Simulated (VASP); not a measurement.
Os: electric field gradients with PBEsol

Os:

```
Os
1.0
     2.73410    0.00000    0.00000
    -1.36705    2.36780    0.00000
     0.00000    0.00000    4.31970
Os
2
Cartesian
  0.0000 1.5785 1.0799
  1.3671 0.7893 3.2398
```

* Program: VASP 6.6.1
* Task: electric field gradients
* Functional: PBEsol
* Potentials or basis: VASP PAW PBE potentials, release 64 (Os_pv)
* Cutoff: 600 eV
* k mesh: 14 × 14 × 8
* Occupations: fermi-dirac, width 0.05 eV
* Spin: no spin polarisation
* Further INCAR settings: ALGO = Normal; EDIFF = 1e-07

The pressure is 0.2 GPa and the band gap on the k mesh is none (metal or under the smearing width).

Stress tensor (GPa, compression positive):
```
 0.46  0.00  0.00
 0.00  0.46  0.00
 0.00  0.00 -0.25
```

Levels at points of the mesh, in eV from the Fermi level:
| k point | band 12 | band 13 | band 14 | band 15 | band 16 | band 17 |
| --- | --- | --- | --- | --- | --- | --- |
| (0.00, 0.00, 0.00) | -2.25 | -2.25 | -1.60 | -1.60 | -0.03 | 1.67 |
| (0.50, 0.00, 0.00) | -2.62 | -1.92 | 2.02 | 2.59 | 2.71 | 4.41 |
| (0.00, 0.00, 0.50) | -3.29 | -3.29 | -3.29 | 0.87 | 0.87 | 0.87 |
| (0.50, 0.00, 0.50) | -1.24 | -0.21 | -0.21 | 2.36 | 2.36 | 3.29 |

Electric field gradients, principal values (V/Å²):
```tsv
atom	Vxx	Vyy	Vzz
1 Os	29.033	29.034	-58.067
2 Os	29.033	29.034	-58.067
```

Wall time 22 s on 1 thread of Intel(R) Xeon(R) 6975P-C (Granite Rapids), on a shared host, peak memory 0.19 GiB.

Caveat: the PAW data sets were made with another functional, which shifts forces and pressure a little. Spin-orbit coupling is left out, which matters for the levels of Os.
